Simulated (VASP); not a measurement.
# CrO2 (P-3m1) in VASP: notebook, part 2 of 3

VASP 6.6.1.

### Step 3. Single point, PBE+U, collinear spin, random start

File INCAR:

```
SYSTEM = CrO2
  PREC = Accurate
  ENCUT = 520
  EDIFF = 1E-6
  ISMEAR = 0
  SIGMA = 0.05
  LREAL = .FALSE.
  LASPH = .TRUE.
  NELM = 150
  ALGO = Normal
  ISIF = 2
  LWAVE = .FALSE.
  LCHARG = .FALSE.
  ISPIN = 2
  MAGMOM = 2.06 0 0
  LORBIT = 11
  LMAXMIX = 4
  LDAU = .TRUE.
  LDAUTYPE = 2
  LDAUL = 2 -1
  LDAUU = 7 0
  LDAUJ = 0 0
  LDAUPRINT = 1
  GGA = PE
  NBANDS = 23
```

File KPOINTS:

```
Automatic mesh
0
G
  8 8 4
  0 0 0
```

File POSCAR:

```
CrO2
1.0
    2.7798784700      0.0000000000      0.0000000000
   -1.3899392400      2.4074453800      0.0000000000
    0.0000000000      0.0000000000      4.4845209400
Cr O
1 2
Direct
    0.0000000000      0.0000000000      0.0000000000
    0.3333333333      0.6666666667      0.2520000000
    0.6666666667      0.3333333333      0.7480000000
```

Potentials or basis: VASP PAW PBE potentials, release 64 (Cr_pv, O).

On the command line:

```bash
> cat potpaw_PBE.64/Cr_pv/POTCAR potpaw_PBE.64/O/POTCAR > POTCAR
> mpirun -np 1 vasp_std > vasp.out
```

It took 77 s on 1 thread of Intel Xeon Platinum 8259CL at 2.50GHz (Skylake/Cascade Lake), shared host; peak memory 0.19 GiB.

It converged, with:

| Quantity | Value |
| --- | --- |
| Free energy | -18.6321 eV |
| Pressure | 17.9 GPa |
| Largest force | 0.794 eV/Å |
| Band gap on the k mesh | none (metal or under the smearing width) |
| Net moment | 2.00 μB per cell |
| Site moments | Cr +2.92; O -0.42 μB |
| Valence electrons inside the program's atomic spheres | Cr 10.84; O 4.96 |

Forces on the atoms (eV/Å):
```
Cr   0.000  0.000  0.000
O    0.000  0.000 -0.794
O    0.000  0.000  0.794
```

Stress tensor (GPa, compression positive):
```
30.33  0.00  0.00
 0.00 30.33  0.00
 0.00  0.00 -6.88
```

Levels at points of the mesh, in eV from the Fermi level:
Spin up:
```csv
k point,band 10,band 11,band 12,band 13,band 14,band 15,band 16,band 17
"(0.00, 0.00, 0.00)",-1.68,-0.75,0.18,0.18,0.44,4.55,4.55,6.09
"(0.50, 0.00, 0.00)",-1.77,-1.53,-1.27,-1.11,-0.29,4.81,4.93,6.10
"(0.00, 0.00, 0.50)",-1.67,-1.67,0.03,0.03,0.26,4.71,4.71,6.10
"(0.50, 0.00, 0.50)",-1.58,-1.35,-0.79,-0.66,-0.49,4.70,4.90,6.09
```
Spin down:
```
           k point  band 9  band 10  band 11  band 12  band 13  band 14
(0.00, 0.00, 0.00)   -0.59    -0.59    -0.40     5.76     5.76     6.02
(0.50, 0.00, 0.00)   -2.32    -2.29    -1.74     4.59     6.68     6.94
(0.00, 0.00, 0.50)   -2.41    -0.74    -0.74     5.74     5.74     6.20
(0.50, 0.00, 0.50)   -2.28    -1.42    -1.20     4.63     6.57     6.95
```

Eigenvalues of the final occupation matrices:
| site | spin | trace | eigenvalues |
| --- | --- | --- | --- |
| site 1 d | 1 | 3.50 | 0.39 0.39 0.90 0.91 0.91 |
| site 1 d | 2 | 0.61 | 0.05 0.05 0.05 0.23 0.23 |

Caveat: a cell with one magnetic atom can't hold antiferromagnetic order, which such compounds often take.

### Step 4. Single point, PBE+U, collinear spin, ferromagnetic start

File INCAR:

```
PREC     = Accurate       # precision mode
ENCUT    = 520            # plane-wave cutoff, eV
EDIFF    = 1E-7           # SCF threshold, eV
ISMEAR   = 0              # smearing method
SIGMA    = 0.05           # smearing width, eV
LREAL    = F              # projectors in reciprocal space
LASPH    = T              # aspherical terms in the spheres
NELM     = 150            # most SCF steps
ALGO     = Normal         # electronic algorithm
ISIF     = 2              # what is computed and relaxed
LWAVE    = F              # write WAVECAR
LCHARG   = F              # write CHGCAR
ISPIN    = 2              # spin polarisation
MAGMOM   = 3 0 0          # initial moments
LORBIT   = 11             # projections on sites
NUPDOWN  = 0              # fixed moment
LMAXMIX  = 4              # l up to which the mixer works
LDAU     = T              # DFT+U
LDAUTYPE = 2            
LDAUL    = 2 -1           # shell
LDAUU    = 7 0            # U, eV
LDAUJ    = 0 0          
LDAUPRINT= 1            
GGA      = PE             # functional
```

File KPOINTS:

```
Automatic mesh
0
Gamma
  8 8 4
```

POSCAR is that of step 3.

Potentials or basis: VASP PAW PBE potentials, release 64 (Cr_pv, O).

On the command line:

```bash
> cat potpaw_PBE.64/Cr_pv/POTCAR potpaw_PBE.64/O/POTCAR > POTCAR
> mpirun -np 1 vasp_std > vasp.out
```

OUTCAR:

```text
PREC = Accurate
   ENCUT = 520
   EDIFF = 1E-7
   ISMEAR = 0
   LREAL = F
   LASPH = T
   NELM = 150
   ISIF = 2
   ISPIN = 2
   LORBIT = 11
   NUPDOWN = 0
   GGA = PE

 ion  position               nearest neighbor table
   1  0.000  0.000  0.000-   3 1.96   2 1.96   3 1.96   2 1.96   3 1.96   2 1.96
   2  0.333  0.667  0.252-   1 1.96   1 1.96   1 1.96
   3  0.667  0.333  0.748-   1 1.96   1 1.96   1 1.96

  LATTYP: Found a hexagonal cell.
 ALAT       =     2.7798784700
 C/A-ratio  =     1.6132075515

  Lattice vectors:

 A1 = (   2.7798784700,   0.0000000000,   0.0000000000)
 A2 = (  -1.3899392400,   2.4074453800,   0.0000000000)
 A3 = (   0.0000000000,   0.0000000000,   4.4845209400)

Analysis of symmetry for initial positions (statically):
=====================================================================
 Subroutine PRICEL returns:
 Original cell was already a primitive cell.

 Routine SETGRP: Setting up the symmetry group for a
 hexagonal supercell.

 Subroutine GETGRP returns: Found 12 space group operations
 (whereof 12 operations were pure point group operations)
 out of a pool of 24 trial point group operations.

The static configuration has the point symmetry D_3d.

Analysis of symmetry for dynamics (positions and initial velocities):
=====================================================================
 Subroutine PRICEL returns:
 Original cell was already a primitive cell.

 Routine SETGRP: Setting up the symmetry group for a
 hexagonal supercell.

 Subroutine GETGRP returns: Found 12 space group operations
 (whereof 12 operations were pure point group operations)
 out of a pool of 24 trial point group operations.

The dynamic configuration has the point symmetry D_3d.

Analysis of structural, dynamic, and magnetic symmetry:
=====================================================================
 Subroutine PRICEL returns:
 Original cell was already a primitive cell.

 Routine SETGRP: Setting up the symmetry group for a
 hexagonal supercell.

 Subroutine GETGRP returns: Found 12 space group operations
 (whereof 12 operations were pure point group operations)
 out of a pool of 24 trial point group operations.

The overall configuration has the point symmetry D_3d.

 Subroutine INISYM returns: Found 12 space group operations
 (whereof 12 operations are pure point group operations),
 and found     1 'primitive' translations

----------------------------------------------------------------------------------------

                                     Primitive cell

  volume of cell :      30.0122

  direct lattice vectors                    reciprocal lattice vectors
     2.779878470  0.000000000  0.000000000     0.359727956  0.207689033  0.000000000
    -1.389939240  2.407445380  0.000000000     0.000000000  0.415378064  0.000000000
     0.000000000  0.000000000  4.484520940     0.000000000  0.000000000  0.222989259
[... 122 lines left out ...]
 Gauss-broadening in eV      SIGMA  =   0.05
  energy-cutoff  :      520.00
  volume of cell :       30.01
 maximum number of plane-waves:       819
 NGX is ok and might be reduce to    24
   NGX = 11   NGY = 11   NGZ = 17

 number of electron      24.0000001 magnetization       0.0000014

atom =   1  type =  1  l = 2

 onsite density matrix

spin component  1

  0.2954  0.0000  0.0000  0.0559 -0.0000
  0.0000  0.5012  0.0000 -0.0000  0.0559
  0.0000  0.0000  0.3847  0.0000  0.0000
  0.0559 -0.0000  0.0000  0.5012 -0.0000
 -0.0000  0.0559  0.0000 -0.0000  0.2954

spin component  2

  0.4417  0.0000  0.0000  0.1540  0.0000
  0.0000  0.5297  0.0000 -0.0000  0.1540
  0.0000  0.0000  0.1001  0.0000  0.0000
  0.1540 -0.0000  0.0000  0.5297 -0.0000
  0.0000  0.1540  0.0000 -0.0000  0.4417

 occupancies and eigenvectors

  o =  0.1001  v =  0.0000  0.0000  0.0000  0.0000  0.0000 -0.0000  0.0000  1.0000  0.0000 -0.0000      0.0000  0.0000  0.0000  0.0000  0.0000  0.0000  0.0000  0.0000  0.0000  0.0000
  o =  0.2812  v = -0.9048  0.0883  0.0000  0.2297 -0.3476  0.0000  0.0000  0.0000  0.0000  0.0000      0.0000  0.0000  0.0000  0.0000  0.0000  0.0000  0.0000  0.0000  0.0000  0.0000
  o =  0.2812  v = -0.3476 -0.2297 -0.0000  0.0883  0.9048  0.0000  0.0000  0.0000  0.0000  0.0000      0.0000  0.0000  0.0000  0.0000  0.0000  0.0000  0.0000  0.0000  0.0000  0.0000
  o =  0.3255  v =  0.0000  0.0000  0.0000  0.0000  0.0000 -0.7452  0.2160 -0.0000  0.5622 -0.2863      0.0000  0.0000  0.0000  0.0000  0.0000  0.0000  0.0000  0.0000  0.0000  0.0000
  o =  0.3255  v =  0.0000  0.0000  0.0000  0.0000  0.0000 -0.2863 -0.5622  0.0000  0.2160  0.7452      0.0000  0.0000  0.0000  0.0000  0.0000  0.0000  0.0000  0.0000  0.0000  0.0000
  o =  0.3847  v =  0.0000 -0.0000  1.0000 -0.0000  0.0000  0.0000  0.0000  0.0000  0.0000  0.0000      0.0000  0.0000  0.0000  0.0000  0.0000  0.0000  0.0000  0.0000  0.0000  0.0000
  o =  0.5154  v = -0.2297 -0.3476 -0.0000 -0.9048 -0.0883  0.0000  0.0000  0.0000  0.0000  0.0000      0.0000  0.0000  0.0000  0.0000  0.0000  0.0000  0.0000  0.0000  0.0000  0.0000
  o =  0.5154  v =  0.0883 -0.9048 -0.0000  0.3476 -0.2297  0.0000  0.0000  0.0000  0.0000  0.0000      0.0000  0.0000  0.0000  0.0000  0.0000  0.0000  0.0000  0.0000  0.0000  0.0000
  o =  0.6459  v =  0.0000  0.0000  0.0000  0.0000  0.0000 -0.5622 -0.2863 -0.0000 -0.7452 -0.2160      0.0000  0.0000  0.0000  0.0000  0.0000  0.0000  0.0000  0.0000  0.0000  0.0000
  o =  0.6459  v =  0.0000  0.0000  0.0000  0.0000  0.0000  0.2160 -0.7452 -0.0000  0.2863 -0.5622      0.0000  0.0000  0.0000  0.0000  0.0000  0.0000  0.0000  0.0000  0.0000  0.0000

 number of electron      24.0000001 magnetization      -0.0000005

 Free energy of the ion-electron system (eV)
  ---------------------------------------------------
  ext. energy  EPLUGINS =         0.00000000
  ---------------------------------------------------
  free energy    TOTEN  =       -15.91557280 eV

  energy without entropy =      -15.91090033  energy(sigma->0) =      -15.91323656

 E-fermi :   4.3463     XC(G=0): -11.6227

 val. band max:        5.1982209410   @ k =   0.1250   0.1250   0.2500
 cond. band min:       4.3735658753   @ k =   0.2500   0.2500   0.2500
 fundamental gap:     -0.8246550657
 Fermi energy:         5.1998566194

 spin component 1

 k-point     1 :       0.0000    0.0000    0.0000
  band No.  band energies     occupation
      1     -39.5843      1.00000
      2     -39.3227      1.00000
      3     -39.3227      1.00000
      4     -14.6811      1.00000
      5     -12.8296      1.00000
      6      -1.5729      1.00000
[... 1001 lines left out ...]
     17      10.3645      0.00000
     18      16.4990      0.00000

 [... further k-points ...]

------------------------ aborting loop because EDIFF is reached ----------------------------------------

  FORCE on cell =-STRESS in cart. coord.  units (eV):
  Direction    XX          YY          ZZ          XY          YZ          ZX
  --------------------------------------------------------------------------------------
  -------------------------------------------------------------------------------------
  Total        0.2144161      0.2144161     -1.8909389     -0.0000000      0.0000000      0.0000000
  in kB       11.4464218     11.4464218   -100.9461503     -0.0000000      0.0000000      0.0000000
  external PRESSURE =     -26.0177689 kB  Pullay stress =       0.0000000 kB

 VOLUME and BASIS-vectors are now :
 -----------------------------------------------------------------------------
  energy-cutoff  :      520.00
  volume of cell :       30.01
      direct lattice vectors                 reciprocal lattice vectors
     2.779878470  0.000000000  0.000000000     0.359727956  0.207689033  0.000000000
    -1.389939240  2.407445380  0.000000000     0.000000000  0.415378064  0.000000000
     0.000000000  0.000000000  4.484520940     0.000000000  0.000000000  0.222989259

 POSITION                                       TOTAL-FORCE (eV/Angst)
 -----------------------------------------------------------------------------------
      0.00000      0.00000      0.00000        -0.000000      0.000000      0.000000
     -0.00000      1.60496      1.13010         0.000000      0.000000     -1.582721
      1.38994      0.80248      3.35442        -0.000000      0.000000      1.582721
 -----------------------------------------------------------------------------------
    total drift:                                0.000000     -0.000000      0.000000

  FREE ENERGIE OF THE ION-ELECTRON SYSTEM (eV)
  ---------------------------------------------------
  free  energy   TOTEN  =       -15.9155727996 eV

  energy  without entropy=      -15.9109003262  energy(sigma->0) =      -15.91323656

 total charge

# of ion       s       p       d       tot
------------------------------------------
    1        0.366   6.431   3.985  10.782
    2        1.593   3.356   0.000   4.949
    3        1.593   3.356   0.000   4.949
--------------------------------------------------
tot          3.552  13.143   3.985  20.681

 magnetization (x)

# of ion       s       p       d       tot
------------------------------------------
    1       -0.008   0.006  -0.065  -0.068
    2        0.001   0.019   0.000   0.019
    3        0.001   0.019   0.000   0.019
--------------------------------------------------
tot         -0.007   0.043  -0.065  -0.029
```

Run time: 1.9 min. Hardware: 1 thread of Intel Xeon Platinum 8259CL at 2.50GHz (Skylake/Cascade Lake), shared host; peak memory 0.19 GiB.

What came out:

| Quantity | Value |
| --- | --- |
| Free energy | -15.9156 eV |
| Pressure | -2.6 GPa |
| Largest force | 1.583 eV/Å |
| Net moment | 0.00 μB per cell |
| Site moments | Cr -0.07; O +0.02 μB |
| Valence electrons inside the program's atomic spheres | Cr 10.78; O 4.95 |

Forces on the atoms (eV/Å):
```
Cr   0.000  0.000  0.000
O    0.000  0.000 -1.583
O    0.000  0.000  1.583
```

Stress tensor (GPa, compression positive):
```
  1.14   0.00   0.00
  0.00   1.14   0.00
  0.00   0.00 -10.09
```

Eigenvalues of the final occupation matrices:
| site | spin | trace | eigenvalues |
| --- | --- | --- | --- |
| site 1 d | 1 | 1.98 | 0.28 0.28 0.38 0.52 0.52 |
| site 1 d | 2 | 2.04 | 0.10 0.33 0.33 0.65 0.65 |

Caveat: the moment is held away from its start; the total moment is fixed, so each spin has its own Fermi level; forces of over 1 eV/Å show positions far from the minimum, so gaps and moduli don't describe the material at rest.

(Continued in part 3 of 3.)
